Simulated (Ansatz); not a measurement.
SiC: one input, then a changed one

The cell is COD entry 1010995, as deposited and not checked against the literature; nothing was relaxed. It is an old determination, and later ones may differ.

First run: DFT, PBE, PAW with Ansatz's default frozen-core files, scalar-relativistic (Ansatz 0.2.0).

Command: `ansatz run input.yaml --threads 1 --pin off --max-ram 2048MiB --backend cpu --events-out ev --progress --plain --runs-dir out` The run took 7.5 s on 1 thread of Arm Neoverse V1, with other jobs on the host, peak memory 0.38 GiB.

```yaml
crystal:
  lattice:
    - [0.0, 2.174, 2.174]
    - [2.174, 0.0, 2.174]
    - [2.174, 2.174, 0.0]
  atoms:
    - { symbol: Si, position: [0.0, 0.0, 0.0] }
    - { symbol: C, position: [0.75, 0.75, 0.75] }
kpoints:
  mp_grid: { grid: [22, 22, 22] }
scf:
  occupations: { method: fermi_dirac, width: 0.05 }
hamiltonian:
  xc: pbe
  pseudopotentials: { kind: paw }
output:
  forces: true
  stress: true
  eigenvalues: true
  efg: { contact_densities: true }
```

Result: converged; pressure 4.84 GPa; gap on the k mesh 1.35 eV; 6 SCF iterations.

A second run of a changed input logged this at its end:

```
Error: invalid value for `scf.convergence.dr2_threshold`: must be finite and > 0; got 0 eV
```

**Question.** What was wrong with the input?

**Answer.** A threshold that can't be met, by this change (others could give a like log):
```diff
@@ -11,4 +11,6 @@
 scf:
   occupations: { method: fermi_dirac, width: 0.05 }
+  convergence: { dr2_threshold: 0.0 }
+  max_iter: 50
 hamiltonian:
   xc: pbe
```
